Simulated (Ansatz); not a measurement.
# The W2NS2 MXene monolayer between two gates, part 3 of 4

Aim: charge, voltage and capacitance of the W2NS2 MXene monolayer in a field-effect set-up.

Ansatz 0.2.0; plane-wave DFT, PBE-D3(BJ), Ansatz PAW.

So far. Step 6 (Gated layer, added electrons 8×10¹³ per cm², start …): Against the uncharged case this takes +2.19 V.

**7. Gated layer, added electrons -8×10¹³ per cm², start atoms**

File input.yaml:

```yaml
crystal:
  lattice:
    - [2.995033669, 0.0, 0.0]
    - [-1.4975168345, 2.5937752426, 0.0]
    - [0.0, 0.0, 42.1301213935]
  atoms:
    - { symbol: S, position: [0.3333333333, 0.6666666667, 0.4272477601] }
    - { symbol: W, position: [0.6666666667, 0.3333333333, 0.4665493256] }
    - { symbol: "N", position: [0.0, 0.0, 0.5] }
    - { symbol: W, position: [0.3333333333, 0.6666666667, 0.5334506744] }
    - { symbol: S, position: [0.6666666667, 0.3333333333, 0.5727522399] }
  periodic: [true, true, false]
  symmetry: { detect: true }
total_charge: 0.062148
kpoints:
  mp_grid: { grid: [42, 42, 1] }
hamiltonian:
  xc: pbe
  dispersion: d3bj
scf:
  occupations: { method: fermi_dirac, width: 0.05 }
  convergence: { dr2_threshold: 1.0e-10 }
output:
  forces: true
  eigenvalues: true
  write_potential: true
  write_density: true
  volumetric_format: npy
external_charges:
  - { charge: 0, barrier: 10, axis: 3, height: 26.63, sigma: 0.25 }
  - { charge: -0.031074, axis: 3, height: 28.13, sigma: 0.33 }
  - { charge: 0, barrier: 10, axis: 3, height: 15.5, sigma: 0.25 }
  - { charge: -0.031074, axis: 3, height: 14.0, sigma: 0.33 }
```

Command:

```console
$ ansatz run input.yaml --threads 4 --pin off --max-ram 12288MiB --backend cpu --events-out ev --progress --plain --runs-dir out
```

Numbers of over 12 decimals in the logs are rounded to 6 here.

The program printed:

```text
[...]
Crystal: 5 atoms, lattice volume = 327.285 Å³
Basis set: ecut = 420 eV, 6213 PW (Γ), exchange–correlation on 48×48×576 points (8 copies of the dense FFT grid, shifted against one another)
Bands: 28, of which v1, the nominal top of the filled ones, is band 22 counted from 1 (21 counted from 0)
Symmetry: 12 space group operations
[...]
k-points: 169 of 1764
[...]
--- Band table (eV; the first three rows and the last of 169) ---
  k-point 0: bands = [... 18 lower, -9.0883, -7.6392, -7.6392, -7.6255, -7.6255, -7.4431, -6.7828, -6.7828, ... 2 higher]
  k-point 1: bands = [... 18 lower, -9.0784, -7.8989, -7.8750, -7.4357, -7.3906, -7.3817, -6.8177, -6.7934, ... 2 higher]
  k-point 2: bands = [... 18 lower, -9.0518, -8.1995, -8.1047, -7.3802, -7.2145, -7.1300, -6.8971, -6.8212, ... 2 higher]
  k-point 168: bands = [... 18 lower, -11.1288, -11.1288, -7.1253, -6.6424, -6.6424, -5.9948, -5.2571, -5.2571, ... 2 higher]
[key lines of the parts left out:]
SCF converged after 11 iterations
Free energy (F): -22960.239902 eV
Fermi energy:    -6.986695 eV
```

Elapsed: 68 s, on 4 threads of Arm Neoverse V2, shared host; peak memory 1.6 GiB; 4.5 min of CPU time.

Against the uncharged case this takes -2.22 V.

**8. Gated layer, added electrons 15×10¹³ per cm²**

input.yaml, the sections that differ from step 7:

```yaml
total_charge: -0.116526
kpoints:
  mp_grid: { grid: [42, 42, 1] }
  band_path:
    path: [[0, 0, 0], [0.5, 0, 0], [0.33333333, 0.33333333, 0], [0, 0, 0]]
    npoints: 16
output:
  forces: true
  eigenvalues: true
  dos: { projected: true, e_range: [-3, 3], de: 0.01 }
  write_potential: true
  write_density: true
  volumetric_format: npy
  elf: true
external_charges:
  - { charge: 0, barrier: 10, axis: 3, height: 26.63, sigma: 0.25 }
  - { charge: 0.058263, axis: 3, height: 28.13, sigma: 0.33 }
  - { charge: 0, barrier: 10, axis: 3, height: 15.5, sigma: 0.25 }
  - { charge: 0.058263, axis: 3, height: 14.0, sigma: 0.33 }
# crystal, hamiltonian, scf: as in step 7
```

The program printed:

```text
[...]
Crystal: 5 atoms, lattice volume = 327.285 Å³
Basis set: ecut = 420 eV, 6213 PW (Γ), exchange–correlation on 48×48×576 points (8 copies of the dense FFT grid, shifted against one another)
Bands: 28, of which v1, the nominal top of the filled ones, is band 23 counted from 1 (22 counted from 0)
Symmetry: 12 space group operations
[...]
k-points: 169 of 1764
[...]
--- Band table (eV; the first three rows and the last of 169) ---
  k-point 0: bands = [... 19 lower, -1.3854, -1.3854, -1.3764, -1.3764, -1.2366, -0.5350, -0.5350, 1.9767, ... 1 higher]
  k-point 1: bands = [... 19 lower, -1.6499, -1.6239, -1.2202, -1.1471, -1.1311, -0.5685, -0.5445, 1.9484, ... 1 higher]
  k-point 2: bands = [... 19 lower, -1.9564, -1.8546, -1.1634, -0.9768, -0.8839, -0.6388, -0.5667, 1.8700, ... 1 higher]
  k-point 168: bands = [... 19 lower, -5.0508, -0.9069, -0.4036, -0.4036, 0.1671, 1.0049, 1.0049, 1.9566, ... 1 higher]
[key lines of the parts left out:]
SCF converged after 11 iterations
Free energy (F): -22960.931324 eV
Fermi energy:    -0.676886 eV
```

Wall time 73 s (4 threads); peak memory 1.6 GiB.

Running mean over a fixed 2.8 Å (it still follows the layers) of the planar mean; beyond a gate it holds the 10 eV model barrier. Table of electron's electrostatic potential energy less the Fermi level by z:

z (Å), electron's electrostatic potential energy less the Fermi level (eV) and a bar from the least value:
```
        4       10.7 ##############################
        5       10.7 ##############################
        6       10.7 ##############################
        7       10.7 ##############################
        8       10.7 ##############################
        9       10.7 ##############################
       10       10.7 ##############################
       11       10.7 ##############################
       12       10.7 ##############################
       13       10.7 ##############################
       14       11.0 ##############################
       15        8.9 ###########################
       16        5.6 #######################
       17       -1.3 ###############
       18       -6.6 ########
       19      -12.9 
       20      -12.7 
       21      -12.5 
       22      -12.7 
       23      -12.9 
       24       -7.7 ######
       25       -2.0 ##############
       26        4.8 ######################
       27        8.5 ###########################
       28       10.9 ##############################
       29       10.8 ##############################
       30       10.7 ##############################
       31       10.7 ##############################
       32       10.7 ##############################
       33       10.7 ##############################
       34       10.7 ##############################
       35       10.7 ##############################
       36       10.7 ##############################
       37       10.7 ##############################
       38       10.7 ##############################
```

Against the uncharged case this takes +4.09 V.

**9. Gated layer, added electrons -15×10¹³ per cm²**

input.yaml: that of step 8 with these lines changed.

```diff
@@ -13,3 +13,3 @@
   symmetry: { detect: true }
-total_charge: -0.116526
+total_charge: 0.116526
 kpoints:
@@ -35,4 +35,4 @@
   - { charge: 0, barrier: 10, axis: 3, height: 26.63, sigma: 0.25 }
-  - { charge: 0.058263, axis: 3, height: 28.13, sigma: 0.33 }
+  - { charge: -0.058263, axis: 3, height: 28.13, sigma: 0.33 }
   - { charge: 0, barrier: 10, axis: 3, height: 15.5, sigma: 0.25 }
-  - { charge: 0.058263, axis: 3, height: 14.0, sigma: 0.33 }
+  - { charge: -0.058263, axis: 3, height: 14.0, sigma: 0.33 }
```

The program printed:

```text
[...]
Crystal: 5 atoms, lattice volume = 327.285 Å³
Basis set: ecut = 420 eV, 6213 PW (Γ), exchange–correlation on 48×48×576 points (8 copies of the dense FFT grid, shifted against one another)
Bands: 28, of which v1, the nominal top of the filled ones, is band 22 counted from 1 (21 counted from 0)
Symmetry: 12 space group operations
[...]
k-points: 169 of 1764
[...]
--- Band table (eV; the first three rows and the last of 169) ---
  k-point 0: bands = [... 18 lower, -10.9833, -9.5927, -9.5927, -9.5730, -9.5730, -9.3792, -8.7311, -8.7311, ... 2 higher]
  k-point 1: bands = [... 18 lower, -10.9735, -9.8487, -9.8254, -9.3771, -9.3363, -9.3320, -8.7664, -8.7420, ... 2 higher]
  k-point 2: bands = [... 18 lower, -10.9475, -10.1474, -10.0547, -9.3195, -9.1611, -9.0794, -8.8484, -8.7711, ... 2 higher]
  k-point 168: bands = [... 18 lower, -13.0254, -13.0254, -9.0655, -8.5880, -8.5880, -7.9183, -7.2104, -7.2104, ... 2 higher]
[key lines of the parts left out:]
SCF converged after 11 iterations
Free energy (F): -22959.817162 eV
Fermi energy:    -8.952073 eV
```

Run time: 78 s. Hardware: 4 threads; peak memory 1.6 GiB.

Against the uncharged case this takes -4.19 V.

**10. The series together**

This step: plane-wave DFT, PBE-D3(BJ), Ansatz PAW; charging by gates (Ansatz 0.2.0).

The potential behind each gate is read from every run and counted from the uncharged case.

Voltage on the gate against the layer's Fermi level, from the uncharged case, mean of the two gates. The gate voltage by added electrons:

```
added electrons (10¹³ per cm²)  gate voltage (V)
                         -15.0             -4.19
                          -8.0             -2.22
                          -3.0            -0.830
                           0.0                 0
                           3.0             0.826
                           8.0              2.19
                          15.0              4.09
```

Charge step over voltage step between neighbouring densities. Total capacitance against added electrons:

```
added electrons (10¹³ per cm²)  total capacitance (µF/cm²)
                        -11.50                        5.71
                         -5.50                        5.75
                         -1.50                        5.79
                          1.50                        5.82
                          5.50                        5.86
                         11.50                        5.92
```

By hand: 10¹³ electrons per cm² are 0.001 e/Å², which by Gauss's law end a field of 0.181 V/Å. At 15×10¹³ holes per cm², shared by two gates, the field towards a gate is 1.357 V/Å, which over the 4 Å from the outer atoms would drop 5.43 V; the run needs 4.19 V.

**11. Relaxing the charged layer, added electrons -15×10¹³ per cm²**

This step: plane-wave DFT, PBE-D3(BJ), Ansatz PAW (Ansatz 0.2.0).

The charge changes the bonds and the gates pull on the outer atoms, so the atoms are relaxed, with one height held.

input.yaml, the sections that differ from step 9:

```yaml
kpoints:
  mp_grid: { grid: [18, 18, 1] }
scf:
  occupations: { method: fermi_dirac, width: 0.05 }
  convergence: { dr2_threshold: 1.0e-09 }
relax:
  f_tol: 0.003
  max_steps: 50
  constraints: [{ site: 2, fix: z }]
output:
  write_potential: true
  write_density: true
  volumetric_format: npy
# crystal, total_charge, hamiltonian, external_charges: as in step 9
```

The program printed:

```text
[...]
Crystal: 5 atoms, lattice volume = 327.285 Å³
Basis set: ecut = 420 eV, 6213 PW (Γ), exchange–correlation on 48×48×576 points (8 copies of the dense FFT grid, shifted against one another)
Bands: 28, of which v1, the nominal top of the filled ones, is band 22 counted from 1 (21 counted from 0)
Symmetry: 12 space group operations
[...]
k-points: 37 of 324
[...]
SCF iter   1: F=—  HF=-22961.735095 eV  |F-HF|=—  |Δ(HF+E_count)|=         —  Δρ=4.33e-2  dr2=7.61e0  ethr=3.10e-3  ⟨swp⟩=17.0  Hψ=10406  notcnv=0
[...]
SCF iter  10: F=-22959.816759 eV  HF=-22959.816759 eV  |F-HF|=4.63e-9  |Δ(HF+E_count)|=   1.06e-8  Δρ=2.77e-7  dr2=2.70e-10  ethr=2.23e-12  ⟨swp⟩=14.3  Hψ=12865  notcnv=0
SCF 1 converged in 10 iterations: F = -22959.816759 eV  dr2 = 2.70e-10
[...]
relax step   1: F+E_penalty+E_count = -22959.81675860 eV  Δ(F+E_penalty+E_count) = +0.000e0 eV  max|allowed force component| = 1.156e-1 eV/Å  Δτ_max = 0.0000 Å  (10 SCF iters, accepted)
[...]
SCF iter   7: F=-22959.817542 eV  HF=-22959.817542 eV  |F-HF|=7.43e-9  |Δ(HF+E_count)|=   2.46e-8  Δρ=1.87e-7  dr2=1.79e-10  ethr=2.23e-12  ⟨swp⟩=17.1  Hψ=11878  notcnv=0
SCF 2 converged in 7 iterations: F = -22959.817542 eV  dr2 = 1.79e-10
relax step   2: F+E_penalty+E_count = -22959.81754206 eV  Δ(F+E_penalty+E_count) = -7.835e-4 eV  max|allowed force component| = 2.131e-2 eV/Å  Δτ_max = 0.0093 Å  (7 SCF iters, accepted)
SCF iter   1: F=—  HF=-22959.817330 eV  |F-HF|=—  |Δ(HF+E_count)|=         —  Δρ=9.17e-5  dr2=4.05e-5  ethr=8.44e-7  ⟨swp⟩=21.0  Hψ=7151  notcnv=0  defer=13
[...]
SCF iter   6: F=-22959.817571 eV  HF=-22959.817571 eV  |F-HF|=6.62e-10  |Δ(HF+E_count)|=   8.23e-9  Δρ=8.11e-8  dr2=4.74e-11  ethr=2.23e-12  ⟨swp⟩=16.6  Hψ=11354  notcnv=0
SCF 3 converged in 6 iterations: F = -22959.817571 eV  dr2 = 4.74e-11
relax step   3: F+E_penalty+E_count = -22959.81757054 eV  Δ(F+E_penalty+E_count) = -2.847e-5 eV  max|allowed force component| = 3.895e-5 eV/Å  Δτ_max = 0.0015 Å  (6 SCF iters, accepted)
[...]
the band table was solved once a step of the walk had ended and its energy, with any forces and stress, was formed, with the checks that follow a solve (8334 applications of the Hamiltonian). They found nothing against the state; the energy, forces and stress were not computed again (output.eigenvalues in the input reference)
SCF converged after 6 iterations
Free energy (F): -22959.817571 eV
[...]
Internal energy: -22959.791996 eV  (E = F + TS)
E sigma→0 (E₀):  -22959.804783 eV
Entropy (-TS):   -0.025574 eV (-5.115 meV/atom)
Fermi energy:    -8.957916 eV
[...]
--- Forces (eV/Å), atoms and charges each counted from 1 ---
  atom   1  S      0.00000000    -0.00000000     0.00003895
  atom   2  W      0.00000000     0.00000000    -0.00003053
  atom   3  N      0.00000000     0.00000000     0.00000000
  atom   4  W      0.00000000    -0.00000000     0.00003053
  atom   5  S      0.00000000     0.00000000    -0.00003895
  external charge   1     0.00000000     0.00000000     0.06790630
  external charge   2     0.00000000     0.00000000    -0.03953882
  external charge   3     0.00000000     0.00000000    -0.06787233
  external charge   4     0.00000000     0.00000000     0.03953882
  max |Σ_I F_I| component, the external charges' with the atoms': 3.40e-5 eV/Å
--- Band table (eV; the first three rows and the last of 37) ---
  k-point 0: bands = [... 18 lower, -11.0037, -9.6294, -9.6294, -9.5795, -9.5795, -9.3681, -8.7387, -8.7387, ... 2 higher]
  k-point 1: bands = [... 18 lower, -10.9575, -10.2725, -10.1506, -9.2910, -9.1418, -9.0167, -8.8724, -8.7895, ... 2 higher]
  k-point 2: bands = [... 18 lower, -11.1421, -10.7381, -10.5860, -9.4928, -9.1308, -8.9322, -8.5327, -8.4054, ... 2 higher]
  k-point 36: bands = [... 18 lower, -13.0400, -13.0400, -9.0762, -8.6038, -8.6038, -7.9210, -7.2265, -7.2265, ... 2 higher]
--- Relaxed structure (3 steps of the walk, 3 accepted, 0 SCFs on fresh bases) ---
  F+E_penalty+E_count = -22959.81757054 eV   max|allowed force component| = 3.895e-5 eV/Å
  cell:  # Å, volume = 327.2855 Å³
    - [2.995034, 0.0, 0.0]
    - [-1.497517, 2.593775, 0.0]
    - [0.0, 0.0, 42.1301213935]
  atoms:
    - { symbol: S, position: [0.333333, 0.666667, 0.427413] }
    - { symbol: W, position: [0.666667, 0.333333, 0.466735] }
    - { symbol: N, position: [0, 0, 0.5] }
    - { symbol: W, position: [0.333333, 0.666667, 0.533265] }
    - { symbol: S, position: [0.666667, 0.333333, 0.572587] }
```

Run time: 33 s. Hardware: 4 threads; peak memory 0.88 GiB.

Step by step:

```
step  energy less that of the first step (eV)  largest force component (eV/Å)
   1                                   0.0000                          0.1156
   2                                  -0.0008                          0.0213
   3                                  -0.0008                          0.0000
```

The run keeps the 12 symmetry operations that it works with, so distortions that break them were not tested.

The relaxed structure:

```cif
data_structure
_symmetry_space_group_name_H-M 'P 1'
_symmetry_Int_Tables_number 1
_cell_length_a 2.9950
_cell_length_b 2.9950
_cell_length_c 42.1301
_cell_angle_alpha 90.000
_cell_angle_beta 90.000
_cell_angle_gamma 120.000
_cell_volume 327.29
loop_
_atom_site_label
_atom_site_type_symbol
_atom_site_fract_x
_atom_site_fract_y
_atom_site_fract_z
_atom_site_occupancy
S1 S 0.33333 0.66667 0.42741 1
W2 W 0.66667 0.33333 0.46673 1
N3 N 0.00000 0.00000 0.50000 1
W4 W 0.33333 0.66667 0.53327 1
S5 S 0.66667 0.33333 0.57259 1
```

Numbers from this step:

* energy at zero smearing: -22959.8048 eV
* potential beyond the upper barrier and gate, less the barrier, from the Fermi level: 8.958 eV

The relaxation took 3 steps and lowered the energy by 8.1e-4 eV; the largest force on the free atoms ends at 3.9e-5 eV/Å.

(Part 3 of 4 ends here.)

[Logs are printed without paths, hosts, clocks, repeated set-up lines and the standing remarks that a program may print on its own settings, such as how far it seeks lower states.]

[Hosts, paths, dates, database ids (printed as entryN), source tags and the programs' standing remarks are cut or masked in the printed files.]

[Maps of the electrostatic potential energy from Ansatz leave out the sawtooth potential of an applied field or a dipole correction, so their vacuum need not be flat; planar profiles and work functions include it.]
